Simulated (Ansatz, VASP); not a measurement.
# WC (Qusongite) in VASP and in Ansatz

```
W C
1.0
     2.89930    0.00000    0.00000
    -1.44965    2.51087    0.00000
     0.00000    0.00000    2.82658
W C
1 1
Cartesian
  0.0000 0.0000 0.0000
  1.4497 0.8370 1.4133
```

Alike in both runs: functional PBEsol; k mesh 13 × 13 × 12; occupations fermi-dirac, width 0.05 eV; no spin polarisation.

Ansatz relaxed the structure, and its values are those at the end. VASP's run is a single point on that final structure, the one shown.

|  | VASP | Ansatz |
| --- | --- | --- |
| version | VASP 6.6.1 | Ansatz 0.2.0 |
| potentials or method | VASP PAW PBE potentials, release 64 (W_sv, C) | plane-wave PAW, scalar-relativistic |
| plane-wave cutoff (eV) | 520 | 420 |
| valence electrons in the cell | 18 | 18 |

Ansatz gave:

| Quantity | Value |
| --- | --- |
| pressure (GPa) | 0.0 |

**Question.** Which values does VASP return?

**Answer.** Pressure (GPa): 1.2.

Ansatz warned: «gradients_without_spin_orbit».

Caveats: the PAW data sets were made with another functional, which shifts forces and pressure a little (VASP). Spin-orbit coupling is left out, which matters for the levels of W.
